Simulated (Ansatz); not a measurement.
# Pb under changes of volume

One of the cells (30.323 Å³/atom); the others are scaled copies at fixed shape and fractional positions:

```xyz
1
Lattice="0.0000 2.4750 2.4750 2.4750 0.0000 2.4750 2.4750 2.4750 0.0000" Properties=species:S:1:pos:R:3 pbc="T T T"
Pb    0.0000    0.0000    0.0000
```

| Quantity | Value |
| --- | --- |
| Program | Ansatz 0.2.0 |
| Functional | PBEsol |
| Potentials or basis | all-electron LAPW, scalar-relativistic |
| Cutoff | 167 eV (chosen from the basis error) |
| Basis error allowed | 0.0005 eV/atom |
| k mesh | 9 × 9 × 9 |
| Occupations | fermi-dirac, width 0.05 eV |
| Spin | no spin polarisation |

| volume (Å³/atom) | energy over the lowest point (meV/atom) | pressure (GPa) |
| --- | --- | --- |
| 28.503 | 11.63 | 2.7 |
| 29.110 | 3.54 | 1.5 |
| 29.716 | 0.00 | 0.4 |
| 30.323 | 0.49 | -0.6 |
| 30.929 | 4.52 | -1.5 |
| 31.535 | 11.59 | -2.2 |
| 32.142 | ? | ? |

Task: What does the run at 32.142 Å³/atom give?

Result: Energy over the lowest point 21.27 meV/atom; pressure -2.9 GPa.

Worked out: A Birch-Murnaghan fit of order 3 (a polynomial in V^(-2/3)) to the other rows has its minimum at 29.94 Å³/atom with B0 = V·E''(V) = 50 GPa and B' = 5.5. It gives 21.40 meV/atom at 32.142 Å³/atom, against the run's 21.27, and -dE/dV = -2.9 GPa, against -2.9.

Energies are extrapolated to zero smearing.
